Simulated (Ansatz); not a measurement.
The parent structure is NaBr in the rock salt structure (space group Fm-3m, No. 225; a = 5.927 Å).

Method: PBEsol (Ansatz, a quantum-chemistry and plane-wave program, PAW, spin-orbit coupling left out).

Before the change:

| Item | Result |
|---|---|
| Valley order | Γ 4.07 eV; X along ⟨100⟩ 6.11 eV |
| Lattice parameter a | 5.927 Å |

Perturbation: a hydrostatic pressure of 45 GPa.

**Question.** What happens to the valley order and lattice parameter a?

**Answer.** The valley order (the lowest conduction-band minima on the path, energy above the VBM, named in the base's zone) changes from Γ 4.07 eV; X along ⟨100⟩ 6.11 eV to X along ⟨100⟩ 5.18 eV; L along ⟨111⟩ 6.31 eV; Γ 6.78 eV; the lattice parameter a shrinks by 1.008 Å (5.927 Å → 4.919 Å).

The levels and masses belong to the bands next to the band gap. Load acts through the strain it causes; cell and atoms are relaxed under it. Stability against distortions was not tested. No other phases were tried under pressure.
